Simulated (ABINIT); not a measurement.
# BAs (F-43m): G0W0 with ABINIT, start to end, part 2 of 3

How does a plane-wave GW calculation on BAs (F-43m) run from the first input to the gap?

ABINIT 10.8.3; LDA and many-body steps on it, plane waves. Known limits of the many-body steps: not at the basis limit; no spin-orbit coupling.

So far. Step 2 (Ground state): The gap is indirect, with the least direct gap 2.11 eV higher.

### 3. Bands along the symmetry lines

Level of this step: DFT, LDA, plane waves, norm-conserving pseudopotentials (ABINIT).

The cheap functional maps the bands first; the places of the edges decide which points the dearer methods must see.

File run.abi:

```
acell 3*1.0 Angstrom
rprim 
  -0.000000000000 2.388500000000 2.388500000000
  2.388500000000 -0.000000000000 2.388500000000
  2.388500000000 2.388500000000 -0.000000000000
ntypat 2
znucl 5 33
natom 2
typat 1 2
xred 
  0.000000000000 0.000000000000 0.000000000000
  0.250000000000 0.250000000000 0.250000000000
pp_dirpath "pseudos"
pseudos "B.upf, As.upf"
ecut 44
iscf -2
irdden 1
kptopt 0
nkpt 50
kpt 
  0.00000000 0.00000000 0.00000000
  -0.06250000 -0.06250000 0.00000000
  -0.12500000 -0.12500000 0.00000000
  -0.18750000 -0.18750000 0.00000000
  -0.25000000 -0.25000000 0.00000000
  -0.31250000 -0.31250000 0.00000000
  -0.37500000 -0.37500000 0.00000000
  -0.43750000 -0.43750000 0.00000000
  -0.50000000 -0.50000000 0.00000000
  -0.48437500 -0.48437500 0.03125000
  -0.46875000 -0.46875000 0.06250000
  -0.45312500 -0.45312500 0.09375000
  -0.43750000 -0.43750000 0.12500000
  -0.42187500 -0.42187500 0.15625000
  -0.40625000 -0.40625000 0.18750000
  -0.39062500 -0.39062500 0.21875000
  -0.37500000 -0.37500000 0.25000000
  -0.37500000 0.00000000 0.37500000
  -0.32812500 0.00000000 0.32812500
  -0.28125000 0.00000000 0.28125000
  -0.23437500 0.00000000 0.23437500
  -0.18750000 0.00000000 0.18750000
  -0.14062500 0.00000000 0.14062500
  -0.09375000 0.00000000 0.09375000
  -0.04687500 0.00000000 0.04687500
  0.00000000 0.00000000 0.00000000
  0.00000000 0.00000000 0.06250000
  0.00000000 0.00000000 0.12500000
  0.00000000 0.00000000 0.18750000
  0.00000000 0.00000000 0.25000000
  0.00000000 0.00000000 0.31250000
  0.00000000 0.00000000 0.37500000
  0.00000000 0.00000000 0.43750000
  -0.00000000 -0.00000000 0.50000000
  -0.06250000 -0.03125000 0.46875000
  -0.12500000 -0.06250000 0.43750000
  -0.18750000 -0.09375000 0.40625000
  -0.25000000 -0.12500000 0.37500000
  -0.31250000 -0.15625000 0.34375000
  -0.37500000 -0.18750000 0.31250000
  -0.43750000 -0.21875000 0.28125000
  -0.50000000 -0.25000000 0.25000000
  -0.50000000 -0.28125000 0.21875000
  -0.50000000 -0.31250000 0.18750000
  -0.50000000 -0.34375000 0.15625000
  -0.50000000 -0.37500000 0.12500000
  -0.50000000 -0.40625000 0.09375000
  -0.50000000 -0.43750000 0.06250000
  -0.50000000 -0.46875000 0.03125000
  -0.50000000 -0.50000000 0.00000000
istwfk *1
nband 23
nbdbuf 5
tolwfr 1e-07
nstep 50
prtwf 0
prtvol 0
indata_prefix "in"
outdata_prefix "out"
tmpdata_prefix "tmp"
```

On the command line:

```
OMP_NUM_THREADS=1 mpirun -n 4 abinit run.abi > log
```

Numbers of over 12 decimals in the logs are rounded to 6 here.

What it wrote:

```text
.Version 10.8.3 of ABINIT. v10.8.2 released Aug 2026.

 Symmetries : space group F-4 3 m (#216); Bravais cF (face-center cubic)
[... echo of the input left out ...]
== DATASET  1 ==================================================================
-   mpi_nproc: 4, omp_nthreads: 1 (-1 if OMP is not activated)

--- !DatasetInfo
iteration_state: {dtset: 1, }
dimensions: {natom: 2, nkpt: 50, mband: 23, nsppol: 1, nspinor: 1, nspden: 1, mpw: 2637, }
cutoff_energies: {ecut:  44.0, pawecutdg:  -1.0, }
electrons: {nelect:   2.60000000E+01, charge:   0.00000000E+00, occopt:   1.00000000E+00, tsmear:   1.00000000E-02, }

 Real(R)+Recip(G) space primitive vectors, cartesian coordinates (Bohr,Bohr^-1):
 R(1)=  0.0000000  4.5136109  4.5136109  G(1)= -0.1107761  0.1107761  0.1107761
 R(2)=  4.5136109  0.0000000  4.5136109  G(2)=  0.1107761 -0.1107761  0.1107761
 R(3)=  4.5136109  4.5136109  0.0000000  G(3)=  0.1107761  0.1107761 -0.1107761
 Unit cell volume ucvol=  1.8390873E+02 bohr^3
 Angles (23,13,12)=  6.00000000E+01  6.00000000E+01  6.00000000E+01 degrees

 getcut: wavevector=  0.0000  0.0000  0.0000  ngfft=  40  40  40
         ecut(hartree)=     44.000   => boxcut(ratio)=   2.09860

--- Pseudopotential description ------------------------------------------------
- B Generated using ONCVPSP code by D. R. Hamann
-  5.00000   3.00000  180309                  znucl, zion, pspdat
12 -1012 1 -1 1498                            pspcod,pspxc,lmax,lloc,mmax
     nproj     2     2     0
  pspatm : epsatm=    3.19369156
         --- l  ekb(1:nproj) -->
             0    8.437831    1.245441
             1   -3.670611   -0.766497
 pspatm: atomic psp has been read  and splines computed

- As Generated using ONCVPSP code by D. R. Hamann
- 33.00000  23.00000  180309                  znucl, zion, pspdat
12 -1012 2 -1 1326                            pspcod,pspxc,lmax,lloc,mmax
     nproj     2     2     2
  pspatm : epsatm=   24.70505022
         --- l  ekb(1:nproj) -->
             0    4.065557   -2.237212
[...]
pspatm: atomic psp has been read  and splines computed

--------------------------------------------------------------------------------

================================================================================
 prteigrs : about to open file out_EIG
 Non-SCF case, kpt    1 (  0.00000  0.00000  0.00000), residuals and eigenvalues=
  4.87E-08  2.02E-08  4.62E-08  8.63E-08  4.14E-08  2.09E-08  9.24E-08  4.30E-08
  7.78E-08  5.52E-08  8.94E-09  6.14E-08  3.61E-08  2.61E-08  7.01E-08  3.74E-08
  8.85E-08  7.73E-08  4.51E-08  3.45E-07  7.23E-08  4.35E-08  8.10E-08
 -6.4964E+00 -4.4342E+00 -4.4342E+00 -4.4342E+00 -1.0353E+00 -1.0353E+00
 -1.0353E+00 -1.0345E+00 -1.0345E+00 -2.8054E-01  2.8531E-01  2.8531E-01
  2.8531E-01  4.0509E-01  4.0509E-01  4.0509E-01  4.5588E-01  6.2946E-01
  7.7267E-01  7.7267E-01  8.1267E-01  8.1267E-01  8.1267E-01
[...]
6.7754E-01  7.8674E-01  8.4044E-01  8.4044E-01  8.9822E-01
[...]
Non-SCF case, kpt   49 ( -0.50000 -0.46875  0.03125), residuals and eigenvalues=
[...]
9.0464E-01  9.3173E-01  9.5369E-01  1.0044E+00  1.0207E+00
 Non-SCF case, kpt   50 ( -0.50000 -0.50000  0.00000), residuals and eigenvalues=
[...]
-1.0345E+00 -1.0345E+00 -1.0340E+00 -1.2941E-01 -2.3936E-02  1.3574E-01
  1.3574E-01  3.3479E-01  3.3826E-01  6.9903E-01  6.9903E-01  7.5037E-01
  9.1417E-01  9.4727E-01  9.4727E-01  9.8530E-01  1.0132E+00

--- !ResultsGS
iteration_state: {dtset: 1, }
comment   : Summary of ground state results
lattice_vectors:
- [ -0.0000000,   4.5136109,   4.5136109, ]
- [  4.5136109,  -0.0000000,   4.5136109, ]
- [  4.5136109,   4.5136109,  -0.0000000, ]
lattice_lengths: [   6.38321,    6.38321,    6.38321, ]
lattice_angles: [ 60.000,  60.000,  60.000, ] # degrees, (23, 13, 12)
lattice_volume:   1.8390873E+02
convergence: {deltae:  0.000E+00, res2:  0.000E+00, residm:  9.995E-08, diffor:  0.000E+00, }
etotal    :  -3.11277457E+02
entropy   :   0.00000000E+00
fermie    :   2.85306864E-01
cartesian_stress_tensor: null
pressure_GPa: null
xred      :
- [  0.0000E+00,   0.0000E+00,   0.0000E+00,  B]
- [  2.5000E-01,   2.5000E-01,   2.5000E-01, As]
cartesian_forces: null
force_length_stats: {min: null, max: null, mean: null, }

 Integrated electronic density in atomic spheres:
 ------------------------------------------------
 Atom  Sphere_radius  Integrated_density
[...]
================================================================================

 ----iterations are completed or convergence reached----

 Mean square residual over all n,k,spin=   42.942E-09; max=  99.948E-09
 reduced coordinates (array xred) for    2 atoms
       0.000000000000      0.000000000000      0.000000000000
       0.250000000000      0.250000000000      0.250000000000

 cartesian coordinates (angstrom) at end:
    1      0.000000     0.000000     0.000000
    2      1.194250     1.194250     1.194250
 length scales=  1.889726125908  1.889726125908  1.889726125908 bohr
              =  1.000000000000  1.000000000000  1.000000000000 angstroms
 prteigrs : about to open file out_EIG
 Eigenvalues (hartree) for nkpt=  50  k points:
 kpt#   1, nband= 23, wtk=  1.00000, kpt=  0.0000  0.0000  0.0000 (reduced coord)
[...]
kpt#   2, nband= 23, wtk=  1.00000, kpt= -0.0625 -0.0625  0.0000 (reduced coord)
[...]
kpt#   3, nband= 23, wtk=  1.00000, kpt= -0.1250 -0.1250  0.0000 (reduced coord)
[...]
kpt#  49, nband= 23, wtk=  1.00000, kpt= -0.5000 -0.4687  0.0313 (reduced coord)
[...]
0.69659    0.74841    0.90464    0.93173    0.95369    1.00439    1.02070
 kpt#  50, nband= 23, wtk=  1.00000, kpt= -0.5000 -0.5000  0.0000 (reduced coord)
  -6.49641   -4.43409   -4.43408   -4.43408   -1.03537   -1.03460   -1.03449   -1.03449
  -1.03403   -0.12941   -0.02394    0.13574    0.13574    0.33479    0.33826    0.69903
   0.69903    0.75037    0.91417    0.94727    0.94727    0.98530    1.01316

== END DATASET(S) ==============================================================
================================================================================

 -outvars: echo values of variables after computation  --------
            nband          23
             nkpt          50
          spgroup         216
 [... the other variables as echoed above ...]

 Calculation completed.
```

Wall time 12 s (4 MPI ranks of Arm Neoverse V1, shared host); peak memory 0.29 GiB.

This step gave:

* gap: 1.151 eV
* k of the valence top: 0, 0, 0
* k of the conduction bottom: -0.375, -0.375, 0
* least direct gap: 3.259 eV

The gap is 1.151 eV, as in the run before at this level.

The electronic bands at the labelled points (eV, zero at the top of the highest filled band):

```tsv
point	band 10	band 11	band 12	band 13	band 14	band 15	band 16	band 17
Γ	-15.40	0.00	0.00	0.00	3.26	3.26	3.26	4.64
halfway	-14.06	-4.07	-2.70	-2.70	1.62	4.49	7.35	7.35
X	-11.29	-8.42	-4.07	-4.07	1.35	1.44	11.26	11.26
halfway	-11.25	-8.30	-4.91	-3.92	1.55	2.75	10.61	10.69
U	-11.32	-8.03	-5.96	-3.48	2.00	5.49	9.16	9.66
jump to K	-11.32	-8.03	-5.96	-3.48	2.00	5.49	9.16	9.66
halfway	-13.92	-5.11	-3.78	-1.13	3.94	4.88	5.74	6.92
Γ	-15.40	0.00	0.00	0.00	3.26	3.26	3.26	4.64
halfway	-14.40	-4.92	-1.15	-1.15	3.04	4.64	4.64	7.81
L	-12.55	-8.74	-1.81	-1.81	2.68	4.78	4.78	8.73
halfway	-11.99	-8.23	-4.54	-3.07	3.92	4.74	7.41	8.97
W	-11.13	-7.93	-5.50	-5.20	5.21	5.86	6.72	7.06
halfway	-11.21	-8.21	-4.81	-4.70	2.88	2.92	9.64	9.88
X	-11.29	-8.42	-4.07	-4.07	1.35	1.44	11.26	11.26
```

The electronic bands as a text plot (rows in eV, shown from -8.0 to 7.2 only):

```
    6.8 |                   +++++++        +            +++
    6.2 |    +                     ++    ++          +
    5.6 |  +++            +   +++                   +   ++++
    4.9 |++++            +      +++  ++++   ++++++++  ++ +++
    4.3 |     ++                 ++++      +        ++ ++   +
    3.7 | +     ++      +     ++++++++  +++          ++
    3.0 |++            +    ++       +++ +++++++  +++        +
    2.4 |  ++     +        +                    ++            +
    1.8 |    +++   ++ +++++                                    ++
    1.2 |       +++++++                                         +
    0.5 |
   -0.1 |**                        ******
   -0.7 | *                      **  *  ****
   -1.4 |  **                   *  **       ****
   -2.0 |    *                **   **    **     *****
   -2.6 |    ***            **   **                 **
   -3.3 |       **        **               *          *
   -3.9 |     **  ********      ***                  * *        *
   -4.5 |             *       **                      * **   ***
   -5.2 |       **     **       *           *          *  ***
   -5.8 |                *****                          ***
   -6.4 |                     **             **
   -7.1 |         *         **
   -7.7 |          **      *                   *        ****
         Γ           X  U|K            Γ         L        W     X
```

### 4. Empty states on the mesh, 6×6×6 mesh, 516 bands

The sums over transitions need many empty states on a uniform mesh; this step solves for them.

File run.abi:

```
acell 3*1.0 Angstrom
rprim 
  -0.000000000000 2.388500000000 2.388500000000
  2.388500000000 -0.000000000000 2.388500000000
  2.388500000000 2.388500000000 -0.000000000000
ntypat 2
znucl 5 33
natom 2
typat 1 2
xred 
  0.000000000000 0.000000000000 0.000000000000
  0.250000000000 0.250000000000 0.250000000000
pp_dirpath "pseudos"
pseudos "B.upf, As.upf"
ecut 44
ngkpt 6 6 6
nshiftk 1
shiftk 0 0 0
kptopt 1
chksymbreak 0
irdden 1
istwfk *1
nband 516
prtvol 0
optdriver 6
gwr_task "HDIAGO"
paral_kgb 0
occopt 1
indata_prefix "in"
outdata_prefix "out"
tmpdata_prefix "tmp"
```

What it wrote:

```text
[banner, memory and clock lines left out]
.Version 10.8.3 of ABINIT. v10.8.2 released Aug 2026.

 Symmetries : space group F-4 3 m (#216); Bravais cF (face-center cubic)
[... echo of the input left out ...]
== DATASET  1 ==================================================================
-   mpi_nproc: 4, omp_nthreads: 1 (-1 if OMP is not activated)

--- !DatasetInfo
iteration_state: {dtset: 1, }
dimensions: {natom: 2, nkpt: 16, mband: 516, nsppol: 1, nspinor: 1, nspden: 1, mpw: 2637, }
cutoff_energies: {ecut:  44.0, pawecutdg:  -1.0, }
electrons: {nelect:   2.60000000E+01, charge:   0.00000000E+00, occopt:   1.00000000E+00, tsmear:   1.00000000E-02, }

.Using double precision arithmetic; gwpc =  8

- Reading GS density from: in_DEN

--- Pseudopotential description ------------------------------------------------
- B Generated using ONCVPSP code by D. R. Hamann
-  5.00000   3.00000  180309                  znucl, zion, pspdat
12 -1012 1 -1 1498                            pspcod,pspxc,lmax,lloc,mmax
     nproj     2     2     0
  pspatm : epsatm=    3.19369156
         --- l  ekb(1:nproj) -->
             0    8.437831    1.245441
             1   -3.670611   -0.766497
 pspatm: atomic psp has been read  and splines computed

- As Generated using ONCVPSP code by D. R. Hamann
- 33.00000  23.00000  180309                  znucl, zion, pspdat
12 -1012 2 -1 1326                            pspcod,pspxc,lmax,lloc,mmax
     nproj     2     2     2
  pspatm : epsatm=   24.70505022
         --- l  ekb(1:nproj) -->
             0    4.065557   -2.237212
             1   -6.627970   -2.087645
             2  -10.058836   -4.332574
 pspatm: atomic psp has been read  and splines computed

   7.25367286E+02                                ecore*ucvol(ha*bohr**3)

 Total charge density [el/Bohr^3]
)     Maximum=    7.0813E+00  at reduced coord.    0.2000    0.3000    0.3000
)     Minimum=    4.7346E-03  at reduced coord.    0.7500    0.7500    0.7500
   Integrated=    2.6000E+01

 === KS gaps after direct diagonalization ===
 Indirect band gap semiconductor
 Fundamental gap:     1.238 (eV)
   VBM:     7.764 (eV) at k: [ 0.0000E+00,  0.0000E+00,  0.0000E+00]
   CBM:     9.002 (eV) at k: [ 3.3333E-01,  3.3333E-01,  0.0000E+00]
 Direct gap:         3.259 (eV) at k: [ 0.0000E+00,  0.0000E+00,  0.0000E+00]

== END DATASET(S) ==============================================================

 -outvars: echo values of variables after computation  --------
           etotal      0.0000000000E+00
            nband         516
             nkpt          16
          spgroup         216
 [... the other variables as echoed above ...]

 Calculation completed.
```

Run time: 63 s. Hardware: 4 MPI ranks; peak memory 1.7 GiB.

This step gave:

```yaml
gap: 1.238 eV
k_of_the_valence_top: 0, 0, 0
k_of_the_conduction_bottom: 0.3333, 0.3333, 0
least_direct_gap: 3.259 eV
k_points_computed: 16
lowest_point_of_the_top_converged_band_above_the_valence_top: 374.8671 eV
```

On this mesh the gap is 1.238 eV. The earlier step found 1.151 eV, so this mesh misses an edge.

### 5. Screening, 6×6×6 mesh, 354 bands, screening to 390.5 eV

The RPA dielectric matrix is built and inverted for each q.

This step: RPA screening on LDA, plane waves, norm-conserving pseudopotentials.

run.abi, as its differences from that of step 4:

```diff
@@ -20,10 +20,11 @@
 chksymbreak 0
-irdden 1
 istwfk *1
-nband 516
-prtvol 0
-optdriver 6
-gwr_task "HDIAGO"
-paral_kgb 0
 occopt 1
+irdwfk 1
+optdriver 3
+nband 354
+ecuteps 14.35
+inclvkb 2
+awtr 1
+symchi 1
 indata_prefix "in"
```

What it wrote:

```text
.Version 10.8.3 of ABINIT. v10.8.2 released Aug 2026.

 Symmetries : space group F-4 3 m (#216); Bravais cF (face-center cubic)
[... echo of the input left out ...]
== DATASET  1 ==================================================================
-   mpi_nproc: 4, omp_nthreads: 1 (-1 if OMP is not activated)

--- !DatasetInfo
iteration_state: {dtset: 1, }
dimensions: {natom: 2, nkpt: 16, mband: 354, nsppol: 1, nspinor: 1, nspden: 1, mpw: 2637, }
cutoff_energies: {ecut:  44.0, pawecutdg:  -1.0, }
electrons: {nelect:   2.60000000E+01, charge:   0.00000000E+00, occopt:   1.00000000E+00, tsmear:   1.00000000E-02, }

 SCREENING: Calculation of the susceptibility and dielectric matrices

 Based on a program developped by R.W. Godby, V. Olevano, G. Onida, and L. Reining.
 Incorporated in ABINIT by V. Olevano, G.-M. Rignanese, and M. Torrent.
.Using double precision arithmetic ; gwpc =  8

[... cell and pseudopotentials left out ...]
--------------------------------------------------------------------------------

 ==== K-mesh for the wavefunctions ====
 Number of points in the irreducible wedge :    16
[... list of points left out ...]
 Together with 24 symmetry operations and time-reversal symmetry
 yields   216 points in the full Brillouin Zone.

 ==== Q-mesh for the screening function ====
 Number of points in the irreducible wedge :    16
[... list of points left out ...]
 Together with 24 symmetry operations and time-reversal symmetry
 yields   216 points in the full Brillouin Zone.

 setmesh: FFT mesh size selected  =    30x   30x   30
          total number of points  =        27000

 vcoul_init : cutoff-mode = AUXILIARY_FUNCTION
 q-points for optical limit:   1
     1)      0.000010    0.000020    0.000030

- screening: taking advantage of time-reversal symmetry
- Maximum band index for partially occupied states nbvw = 13
- Remaining bands to be divided among processors   nbcw = 341
- Number of bands treated by each node ~85

 Number of electrons calculated from density =   26.0000; Expected =   26.0000
 average of density, n =  0.141374
 r_s =    1.1908
 omega_plasma =   36.2695 [eV]

 calculating chi0 at frequencies [eV] :
  1    0.000000E+00    0.000000E+00
  2    0.000000E+00    3.626946E+01

--------------------------------------------------------------------------------
  q-point number  1        q = ( 0.000000, 0.000000, 0.000000) [r.l.u.]
--------------------------------------------------------------------------------
[... chi0 elements left out ...]
 For q-point:  0.000010 0.000020 0.000030
  dielectric constant =  10.6794
  dielectric constant without local fields =  11.7068

  Average fulfillment of the sum rule on Im[epsilon] for q-point    1 :     87.31  [%]
[... wings left out ...]
  q-point number  2        q = ( 0.166667, 0.000000, 0.000000) [r.l.u.]
--------------------------------------------------------------------------------
[... chi0 elements left out ...]
  Average fulfillment of the sum rule on Im[epsilon] for q-point    2 :     97.94  [%]

 [... 14 further q-points ...]
```

Wall time 30 min (4 MPI ranks); peak memory 3.6 GiB.

Numbers from this step:

* ε∞ with local fields, on this mesh, along the program's q direction: 10.68
* the same without local fields: 11.71
* plasma frequency: 36.27 eV
* plane waves in the screening matrix: 531

Local fields lower ε∞ by 9 %.

(Continued in part 3 of 3.)

[Paths, hosts, dates, memory and timing lines, banners, echoed tables and standing remarks are left out of the program output.]

[Logs are printed without paths, hosts, clocks, repeated set-up lines and the standing remarks that a program may print on its own settings, such as how far it seeks lower states.]

[Runs of the session that timed out or met a known fault of the program may be left out.]

[Hosts, paths, dates, database ids (printed as entryN), source tags and the programs' standing remarks are cut or masked in the printed files.]

[G0W0 gaps are taken among the corrected bands and points alone; a level outside them can change the order at an edge.]

[Where Ansatz stands beside ABINIT at settings called matched, ABINIT's density can come from a denser mesh and the files from another edition; pairs whose starting gaps differed by over 0.03 eV were left out, so agreement reads better than it is.]
